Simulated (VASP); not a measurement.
# BeTe (rocksalt): gaps by functional in VASP

```cif
data_structure
_symmetry_space_group_name_H-M 'P 1'
_symmetry_Int_Tables_number 1
_cell_length_a 3.7947
_cell_length_b 3.7947
_cell_length_c 3.7947
_cell_angle_alpha 60.000
_cell_angle_beta 60.000
_cell_angle_gamma 60.000
_cell_volume 38.64
loop_
_atom_site_label
_atom_site_type_symbol
_atom_site_fract_x
_atom_site_fract_y
_atom_site_fract_z
_atom_site_occupancy
Be1 Be 0.00000 0.00000 0.00000 1
Te1 Te 0.50000 0.50000 0.50000 1
```

All runs share this cell. Band v is the last that the valence electrons fill when counted band by band, and c is the next. A negative gap between them is a band overlap, as in a metal.

| level | gap (eV) | least direct gap (eV) | pressure (GPa) |
| --- | --- | --- | --- |
| PBE | -1.18 | 2.08 | -0.3 |
| r²SCAN | -1.10 | 2.29 | 0.0 |
| LDA | -1.09 | 2.15 | -3.8 |
| PBEsol | -1.15 | 2.12 | -2.4 |
| PBE with spin–orbit coupling | -1.20 | 1.89 | – |
